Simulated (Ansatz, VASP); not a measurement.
Te: VASP beside Ansatz

```
Te
1.0
     4.54716    0.00000    0.00000
    -2.27358    3.93796    0.00000
     0.00000    0.00000    5.92500
Te
3
Direct
  0.74500 0.00000 0.33333
  0.00000 0.74500 0.66667
  0.25500 0.25500 0.00000
```

Change from the starting cell: equal xx and yy strain of +2 %.

Alike in both runs: task single point; functional LDA; k mesh 9 × 9 × 6; occupations fermi-dirac, width 0.08 eV; no spin polarisation.

|  | VASP | Ansatz |
| --- | --- | --- |
| version | VASP 6.6.1 | Ansatz 0.2.0 |
| potentials or method | VASP PAW LDA potentials, release 64 (Te), cutoff 520 eV | all-electron LAPW, scalar-relativistic |

|  | VASP | Ansatz | Ansatz less VASP |
| --- | --- | --- | --- |
| pressure (GPa) | -1.7 | -1.8 | -0.11 |
| largest component of the traceless stress (GPa) | 0.17 | 0.10 | -0.071 |
| rms of the force components (eV/Å) | 0.163 | 0.142 | -0.0211 |

Atom by atom the forces differ by 0.021 eV/Å (rms over components). Ansatz ran all-electron here, so the differences hold the error of VASP's frozen core and of both bases.
